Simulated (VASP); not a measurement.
# GeSb2Te4 (Fd-3m) in VASP: single point with PBEsol

Aim: the single point of GeSb2Te4 with PBEsol.

All numbers are computed with VASP 6.6.1; they aren't measurements. Logs are shortened: lines on timing, memory, paths and dates and some standing lists are left out, and cuts for length are marked.

### 1 Starting point

Symmetry: Fd-3m, No. 227, cubic system. Conventional cell: a = 12.707 Å, b = 12.707 Å, c = 12.707 Å, α = 90.00°, β = 90.00°, γ = 90.00°. Ge (site symmetry -43m) is surrounded by 4 Te at 2.88 Å. Around Sb (site symmetry -3m) lie 6 Te at 3.11 Å. Te (site symmetry 3m) has 1 Ge at 2.88 Å and 3 Sb at 3.11 Å as nearest neighbours.

The cell was built by a generator and needn't be a form met in nature.

### 2 Single point, PBEsol

Contents of INCAR:

```
SYSTEM = GeSb2Te4
ALGO = Fast ; EDIFF = 1E-7
ENCUT = 520 ; GGA = PS
ISIF = 2 ; ISMEAR = 0
KPAR = 2 ; LASPH = .TRUE.
LCHARG = .FALSE. ; LREAL = .FALSE.
LWAVE = .FALSE. ; NBANDS = 61
NELM = 80 ; PREC = Accurate
SIGMA = 0.1
```

Contents of KPOINTS:

```
k-points
0
G
  4 4 4
  0 0 0
```

Contents of POSCAR:

```
GeSb2Te4
1.0
    0.0000000000      6.3533700000      6.3533700000
    6.3533700000      0.0000000000      6.3533700000
    6.3533700000      6.3533700000      0.0000000000
Ge Sb Te
2 4 8
Direct
    0.2500000000      0.2500000000      0.2500000000
    0.0000000000      0.0000000000      0.0000000000
    0.6250000000      0.6250000000      0.6250000000
    0.1250000000      0.6250000000      0.6250000000
    0.6250000000      0.1250000000      0.6250000000
    0.6250000000      0.6250000000      0.1250000000
    0.3807390000      0.8577820000      0.3807390000
    0.3807390000      0.3807390000      0.3807390000
    0.3807390000      0.3807390000      0.8577820000
    0.8577820000      0.3807390000      0.3807390000
    0.3922180000      0.8692610000      0.8692610000
    0.8692610000      0.3922180000      0.8692610000
    0.8692610000      0.8692610000      0.3922180000
    0.8692610000      0.8692610000      0.8692610000
```

Potentials or basis: VASP PAW PBE potentials, release 64 (Ge_d, Sb, Te).

On the command line:

```bash
$ cat potpaw_PBE.64/Ge_d/POTCAR potpaw_PBE.64/Sb/POTCAR potpaw_PBE.64/Te/POTCAR > POTCAR
$ mpirun -np 2 vasp_std > vasp.out
```

OUTCAR:

```text
SYSTEM = GeSb2Te4
   EDIFF = 1E-7
   ENCUT = 520
   GGA = PS
   ISIF = 2
   ISMEAR = 0
   LASPH = .TRUE.
   LREAL = .FALSE.
   NELM = 80
   PREC = Accurate

 ion  position               nearest neighbor table
   1  0.250  0.250  0.250-   8 2.88   7 2.88   9 2.88  10 2.88
   2  0.000  0.000  0.000-  14 2.88  12 2.88  13 2.88  11 2.88
   3  0.625  0.625  0.625-   7 3.11  10 3.11  11 3.11  12 3.11   9 3.11  13 3.11
   4  0.125  0.625  0.625-   7 3.11   9 3.11  12 3.11  13 3.11   8 3.11  14 3.11
   5  0.625  0.125  0.625-   9 3.11  10 3.11  11 3.11  13 3.11   8 3.11  14 3.11
   6  0.625  0.625  0.125-   7 3.11  10 3.11  11 3.11  12 3.11   8 3.11  14 3.11
   7  0.381  0.858  0.381-   1 2.88   4 3.11   6 3.11   3 3.11
   8  0.381  0.381  0.381-   1 2.88   4 3.11   5 3.11   6 3.11
   9  0.381  0.381  0.858-   1 2.88   4 3.11   5 3.11   3 3.11
  10  0.858  0.381  0.381-   1 2.88   5 3.11   6 3.11   3 3.11
  11  0.392  0.869  0.869-   2 2.88   5 3.11   6 3.11   3 3.11
  12  0.869  0.392  0.869-   2 2.88   4 3.11   6 3.11   3 3.11
  13  0.869  0.869  0.392-   2 2.88   4 3.11   5 3.11   3 3.11
  14  0.869  0.869  0.869-   2 2.88   4 3.11   5 3.11   6 3.11

  LATTYP: Found a face centered cubic cell.
 ALAT       =    12.7067400000

  Lattice vectors:

 A1 = (   0.0000000000,   6.3533700000,   6.3533700000)
 A2 = (   6.3533700000,   0.0000000000,   6.3533700000)
 A3 = (   6.3533700000,   6.3533700000,   0.0000000000)

Analysis of symmetry for initial positions (statically):
=====================================================================
 Subroutine PRICEL returns:
 Original cell was already a primitive cell.

 Routine SETGRP: Setting up the symmetry group for a
 face centered cubic supercell.

 Subroutine GETGRP returns: Found 48 space group operations
 (whereof 24 operations were pure point group operations)
 out of a pool of 48 trial point group operations.

The static configuration has the point symmetry T_d .
 The point group associated with its full space group is O_h .

Analysis of symmetry for dynamics (positions and initial velocities):
=====================================================================
 Subroutine PRICEL returns:
 Original cell was already a primitive cell.

 Routine SETGRP: Setting up the symmetry group for a
 face centered cubic supercell.

 Subroutine GETGRP returns: Found 48 space group operations
 (whereof 24 operations were pure point group operations)
 out of a pool of 48 trial point group operations.

The dynamic configuration has the point symmetry T_d .
 The point group associated with its full space group is O_h .

 Subroutine INISYM returns: Found 48 space group operations
 (whereof 24 operations are pure point group operations),
 and found     1 'primitive' translations

----------------------------------------------------------------------------------------

                                     Primitive cell

  volume of cell :     512.9115

  direct lattice vectors                    reciprocal lattice vectors
     0.000000000  6.353370000  6.353370000    -0.078698392  0.078698392  0.078698392
     6.353370000  0.000000000  6.353370000     0.078698392 -0.078698392  0.078698392
     6.353370000  6.353370000  0.000000000     0.078698392  0.078698392 -0.078698392

  length of vectors
     8.985022021  8.985022021  8.985022021     0.136309613  0.136309613  0.136309613

  position of ions in fractional coordinates (direct lattice)
     0.250000000  0.250000000  0.250000000
     0.000000000  0.000000000  0.000000000
     0.625000000  0.625000000  0.625000000
     0.125000000  0.625000000  0.625000000
     0.625000000  0.125000000  0.625000000
     0.625000000  0.625000000  0.125000000
     0.380739000  0.857782000  0.380739000
     0.380739000  0.380739000  0.380739000
     0.380739000  0.380739000  0.857782000
     0.857782000  0.380739000  0.380739000
     0.392218000  0.869261000  0.869261000
     0.869261000  0.392218000  0.869261000
     0.869261000  0.869261000  0.392218000
     0.869261000  0.869261000  0.869261000

  ion indices of the primitive-cell ions
   primitive index   ion index
                 1           1
                 2           2
                 3           3
                 4           4
                 5           5
                 6           6
                 7           7
                 8           8
                 9           9
                10          10
                11          11
                12          12
                13          13
                14          14

----------------------------------------------------------------------------------------

 KPOINTS: k-points

Automatic generation of k-mesh.
 Grid dimensions read from file:
 generate k-points for:    4    4    4

 Generating k-lattice:

  Cartesian coordinates                     Fractional coordinates (reciprocal lattice)
    -0.019674598  0.019674598  0.019674598     0.250000000  0.000000000  0.000000000
     0.019674598 -0.019674598  0.019674598     0.000000000  0.250000000  0.000000000
     0.019674598  0.019674598 -0.019674598     0.000000000  0.000000000  0.250000000

  Length of vectors
     0.034077403  0.034077403  0.034077403

  Shift w.r.t. Gamma in fractional coordinates (k-lattice)
     0.000000000  0.000000000  0.000000000

 Subroutine IBZKPT returns following result:
 ===========================================

 Found      8 irreducible k-points:

 Following reciprocal coordinates:
            Coordinates               Weight
  0.000000  0.000000  0.000000      1.000000
  0.250000  0.000000  0.000000      8.000000
  0.500000  0.000000  0.000000      4.000000
  0.250000  0.250000  0.000000      6.000000
  0.500000  0.250000  0.000000     24.000000
 -0.250000  0.250000  0.000000     12.000000
  0.500000  0.500000  0.000000      3.000000
 -0.250000  0.500000  0.250000      6.000000
   k-points           NKPTS =      8   k-points in BZ     NKDIM =      8   number of bands    NBANDS=     61
   number of dos      NEDOS =    301   number of ions     NIONS =     14
   total plane-waves  NPLWV = 343000
   dimension x,y,z NGX =    70 NGY =   70 NGZ =   70
   dimension x,y,z NGXF=   140 NGYF=  140 NGZF=  140
   ions per type =               2   4   8
   NGX,Y,Z   is equivalent  to a cutoff of  12.95, 12.95, 12.95 a.u.
   NGXF,Y,Z  is equivalent  to a cutoff of  25.90, 25.90, 25.90 a.u.
 SYSTEM =  GeSb2Te4
   PREC   = accura    normal or accurate (medium, high low for compatibility)
   ISTART =      0    job   : 0-new  1-cont  2-samecut
   ICHARG =      2    charge: 1-file 2-atom 10-const
   ISPIN  =      1    spin polarized calculation?
   LNONCOLLINEAR =      F non collinear calculations
   LSORBIT =      F    spin-orbit coupling
   LASPH  =      T    aspherical Exc in radial PAW
   ENCUT  =  520.0 eV  38.22 Ry    6.18 a.u.  16.71 16.71 16.71*2*pi/ulx,y,z
   NELM   =     80;   NELMIN=  2; NELMDL= -5     # of ELM steps
   EDIFF  = 0.1E-06   stopping-criterion for ELM
   LREAL  =      F    real-space projection
   EDIFFG = 0.1E-05   stopping-criterion for IOM
   NSW    =      0    number of steps for IOM
   IBRION =     -1    ionic relax: 0-MD 1-quasi-New 2-CG
   NFREE  =      0    steps in history (QN), initial steepest desc. (CG)
   ISIF   =      2    stress and relaxation
   ISYM   =      2    0-nonsym 1-usesym 2-fastsym
   POTIM  = 0.5000    time-step for ionic-motion
   TEBEG  =    0.0;   TEEND  =   0.0 temperature during run
   PSTRESS=    0.0 pullay stress
   NELECT =      96.0000    total number of electrons
   NUPDOWN=      -1.0000    fix difference up-down
   EMIN   =  10.00;   EMAX   =-10.00  energy-range for DOS
   EFERMI =   0.00;   METHOD = LEGACY
   ISMEAR =     0;   SIGMA  =   0.10  broadening in eV -4-tet -1-fermi 0-gaus
   EFERMI_NEDOS =   21; number of points for ismear=-14 and -15
   IALGO  =     68    algorithm
   IMIX   =      4    mixing-type and parameters
     AMIX     =   0.40;   BMIX     =  1.00
     AMIX_MAG =   1.60;   BMIX_MAG =  1.00
  volume/ion in A,a.u.               =      36.64       247.24
  Fermi-wavevector in a.u.,A,eV,Ry     =   0.936450  1.769633 11.931465  0.876938
  Thomas-Fermi vector in A             =   2.063460
   LORBIT       =      0    0 simple, 1 ext, 2 COOP (PROOUT), +10 PAW based schemes
   GGA     = PS    functional components
   LHFCALC =     F    Hartree Fock is set to
   AEXX    =    0.0000 exact exchange contribution
   IVDW    =     0    specifies the selected vdW correction
   LEPSILON=     F    determine dielectric tensor
   LRPA    =     F    only Hartree local field effects (RPA)
 non-spin polarized calculation
 RMM-DIIS sequential band-by-band and
 Gauss-broadening in eV      SIGMA  =   0.10
  energy-cutoff  :      520.00
  volume of cell :      512.91
 maximum number of plane-waves:     13888
 NGX is ok and might be reduce to    70
   NGX = 33   NGY = 33   NGZ = 33

 number of electron      95.9999983 magnetization

 Free energy of the ion-electron system (eV)
  ---------------------------------------------------
  ext. energy  EPLUGINS =         0.00000000
  ---------------------------------------------------
  free energy    TOTEN  =       -55.89051698 eV

  energy without entropy =      -55.89050624  energy(sigma->0) =      -55.89051161

 E-fermi :   4.4869     XC(G=0):  -8.6475

 val. band max:        4.2122714334   @ k =  -0.2500   0.5000   0.2500
 cond. band min:       4.7368706698   @ k =   0.0000   0.0000   0.0000
 fundamental gap:      0.5245992364
 Fermi energy:         4.4869497612

 k-point     1 :       0.0000    0.0000    0.0000
  band No.  band energies     occupation
      1     -20.5019      2.00000
      2     -20.5019      2.00000
      3     -20.5019      2.00000
      4     -20.5019      2.00000
      5     -20.5019      2.00000
      6     -20.5019      2.00000
[... 52 lines left out ...]
     59       6.7760      0.00000
     60       6.8202      0.00000

 k-point     2 :       0.2500    0.0000    0.0000
  band No.  band energies     occupation
      1     -20.5019      2.00000
      2     -20.5019      2.00000
      3     -20.5019      2.00000
      4     -20.5019      2.00000
      5     -20.5019      2.00000
      6     -20.5019      2.00000
[... 52 lines left out ...]
     59       6.8471      0.00000
     60       6.8502      0.00000

 k-point     3 :       0.5000    0.0000    0.0000
  band No.  band energies     occupation
      1     -20.5019      2.00000
      2     -20.5019      2.00000
      3     -20.5019      2.00000
      4     -20.5019      2.00000
      5     -20.5019      2.00000
      6     -20.5019      2.00000
[... 251 lines left out ...]
      6     -20.5019      2.00000
[... 52 lines left out ...]
     59       6.8279      0.00000
     60       6.9245      0.00000

 k-point     8 :      -0.2500    0.5000    0.2500
  band No.  band energies     occupation
      1     -20.5019      2.00000
      2     -20.5019      2.00000
      3     -20.5019      2.00000
      4     -20.5019      2.00000
      5     -20.5019      2.00000
      6     -20.5019      2.00000
[... 52 lines left out ...]
     59       6.5898      0.00000
     60       6.5899      0.00000
 [bands above 60 left out]

------------------------ aborting loop because EDIFF is reached ----------------------------------------

  FORCE on cell =-STRESS in cart. coord.  units (eV):
  Direction    XX          YY          ZZ          XY          YZ          ZX
  --------------------------------------------------------------------------------------
  -------------------------------------------------------------------------------------
  Total       -6.1705257     -6.1705257     -6.1705257     -0.0000000      0.0000000      0.0000000
  in kB      -19.2748191    -19.2748191    -19.2748191     -0.0000000      0.0000000      0.0000000
  external PRESSURE =     -19.2748191 kB  Pullay stress =       0.0000000 kB

 VOLUME and BASIS-vectors are now :
 -----------------------------------------------------------------------------
  energy-cutoff  :      520.00
  volume of cell :      512.91
      direct lattice vectors                 reciprocal lattice vectors
     0.000000000  6.353370000  6.353370000    -0.078698392  0.078698392  0.078698392
     6.353370000  0.000000000  6.353370000     0.078698392 -0.078698392  0.078698392
     6.353370000  6.353370000  0.000000000     0.078698392  0.078698392 -0.078698392

 POSITION                                       TOTAL-FORCE (eV/Angst)
 -----------------------------------------------------------------------------------
      3.17668      3.17668      3.17668         0.000000     -0.000000     -0.000000
      0.00000      0.00000      0.00000         0.000000     -0.000000     -0.000000
      7.94171      7.94171      7.94171         0.000000     -0.000000     -0.000000
      7.94171      4.76503      4.76503         0.000000     -0.000000     -0.000000
      4.76503      7.94171      4.76503         0.000000     -0.000000     -0.000000
      4.76503      4.76503      7.94171         0.000000     -0.000000     -0.000000
      7.86878      4.83795      7.86878        -0.040464      0.040464     -0.040464
      4.83795      4.83795      4.83795         0.040464      0.040464      0.040464
      7.86878      7.86878      4.83795        -0.040464     -0.040464      0.040464
      4.83795      7.86878      7.86878         0.040464     -0.040464     -0.040464
     11.04547      8.01464      8.01464        -0.040464      0.040464      0.040464
      8.01464     11.04547      8.01464         0.040464     -0.040464      0.040464
      8.01464      8.01464     11.04547         0.040464      0.040464     -0.040464
     11.04547     11.04547     11.04547        -0.040464     -0.040464     -0.040464
 -----------------------------------------------------------------------------------
    total drift:                                0.000000      0.000000      0.000000

  FREE ENERGIE OF THE ION-ELECTRON SYSTEM (eV)
  ---------------------------------------------------
  free  energy   TOTEN  =       -55.8905169847 eV

  energy  without entropy=      -55.8905062405  energy(sigma->0) =      -55.89051161
```

It took 5.8 min on 2 MPI ranks of Intel Xeon Platinum 8488C (Sapphire Rapids), shared host; peak memory 0.84 GiB.

What came out:

* Free energy: -55.8905 eV
* Pressure: -1.9 GPa
* Largest force: 0.070 eV/Å
* Band gap on the k mesh: 0.52 eV, indirect (least direct gap 0.84 eV)

Forces in eV/Å, atoms in the order of the input:
```
Ge   0.000  0.000  0.000
Ge   0.000  0.000  0.000
Sb   0.000  0.000  0.000
Sb   0.000  0.000  0.000
Sb   0.000  0.000  0.000
Sb   0.000  0.000  0.000
Te  -0.040  0.040 -0.040
Te   0.040  0.040  0.040
Te  -0.040 -0.040  0.040
Te   0.040 -0.040 -0.040
Te  -0.040  0.040  0.040
Te   0.040 -0.040  0.040
Te   0.040  0.040 -0.040
Te  -0.040 -0.040 -0.040
```

Caveat: the PAW data sets were made with another functional, which shifts forces and pressure a little; spin-orbit coupling is left out, which moves the levels of the heavy elements. A k mesh can miss the band edges.
